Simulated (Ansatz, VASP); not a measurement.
NbP in VASP and in Ansatz

File INCAR:

```
PREC = Accurate ; ENCUT = 520
EDIFF = 1E-7 ; ISMEAR = -1
SIGMA = 0.05 ; LREAL = F
LASPH = T ; NELM = 100
ALGO = Normal ; ISIF = 2
LWAVE = F ; LCHARG = F
GGA = PS ; NBANDS = 26
```

KPOINTS

```
regular mesh
0
Gamma
  11 11 11
```

File POSCAR:

```
NbP
1.0
   -1.6749232544      1.6749232544      5.7401081759
    1.6749232544     -1.6749232544      5.7401081759
    1.6749232544      1.6749232544     -5.7401081759
Nb P
2 2
Direct
    0.2498808000      0.7498808000      0.5000000000
    0.4998808000      0.4998808000      0.0000000000
    0.8327477700      0.3327477700      0.5000000000
    0.0827477700      0.0827477700      0.0000000000
```

input.yaml

```yaml
crystal:
  lattice:
    - [-1.6749232544, 1.6749232544, 5.7401081759]
    - [1.6749232544, -1.6749232544, 5.7401081759]
    - [1.6749232544, 1.6749232544, -5.7401081759]
  atoms:
    - { symbol: Nb, position: [0.2498808, 0.7498808, 0.5] }
    - { symbol: Nb, position: [0.4998808, 0.4998808, 0.0] }
    - { symbol: P, position: [0.83274777, 0.33274777, 0.5] }
    - { symbol: P, position: [0.08274777, 0.08274777, 0.0] }
kpoints:
  mp_grid: { grid: [11, 11, 11] }
  band_path:
    path:
      - [0.0, 0.0, 0.0]
      - [-0.5, 0.5, 0.0]
      - [-0.5, 0.5, -0.0425715708]
      - [-0.2712857854, 0.2712857854, -0.2712857854]
      - [0.0, 0.0, 0.0]
      - [0.5, 0.5, -0.5]
      - [0.2712857854, 0.7287142146, -0.7287142146]
      - [0.0, 0.5, -0.5]
    npoints: 12
scf:
  occupations: { method: fermi_dirac, width: 0.05 }
hamiltonian:
  xc: pbesol
  pseudopotentials: { kind: all_electron, lapw: { basis_error: 0.002 } }
output:
  forces: true
  stress: true
  eigenvalues: true
```

Alike in both runs: functional PBEsol; k mesh 11 × 11 × 11; occupations fermi-dirac, width 0.05 eV; no spin polarisation.

```csv
,VASP,Ansatz
version,VASP 6.6.1,Ansatz 0.2.0
potentials or method,"VASP PAW PBE potentials, release 64 (Nb_sv, P)","all-electron LAPW, scalar-relativistic"
plane-wave cutoff (eV),520,see its input
task,single point,band structure
```

Ansatz gave:

* gap on the k mesh at the Fermi level (eV): none
* pressure (GPa): -6.4
* largest component of the traceless stress (GPa): 0.15
* rms of the force components (eV/Å): 0.010

Problem. Estimate VASP's values.

Solution. gap on the k mesh at the Fermi level (eV): none; pressure (GPa): -6.6; largest component of the traceless stress (GPa): 0.15; rms of the force components (eV/Å): 0.010.

Atom by atom the forces differ by 0.000 eV/Å (rms over components). A gap of «none» marks a metal or a gap that the smearing closes. Ansatz ran all-electron here, so the differences hold the error of VASP's frozen core and of both bases.

Caveats: the PAW data sets were made with another functional, which shifts forces and pressure a little (VASP).
